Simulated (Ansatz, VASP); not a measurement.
# Ir in VASP and in Ansatz

```
CELL_PARAMETERS angstrom
0.00000 1.91328 1.91328
1.91328 0.00000 1.91328
1.91328 1.91328 0.00000
ATOMIC_POSITIONS crystal
Ir 0.00000 0.00000 0.00000
```

Change from the starting cell: volume scaled by 0.99, crystal datasets.

Alike in both runs: task electric field gradients; functional PBEsol; k mesh 15 × 15 × 15; occupations fermi-dirac, width 0.05 eV; no spin polarisation.

|  | VASP | Ansatz |
| --- | --- | --- |
| version | VASP 6.6.1 | Ansatz 0.2.0 |
| potentials or method | VASP PAW PBE potentials, release 64 (Ir), cutoff 520 eV | all-electron PAW with datasets made for the crystal, scalar-relativistic |

Ansatz gave:

```
pressure (GPa)                                                 : 1.0
Vzz of the field gradient on the site that differs most (V/Å²) : 0.0
```

Which values does VASP return?

Pressure (GPa): 2.1; Vzz of the field gradient on the site that differs most (V/Å²): 0.0.

Ansatz ran all-electron here, so the differences hold the error of VASP's frozen core and of both bases. Ansatz warned: «gradients_without_spin_orbit».

Caveats: the PAW data sets were made with another functional, which shifts forces and pressure a little (VASP). Spin-orbit coupling is left out, which matters for the levels of Ir.
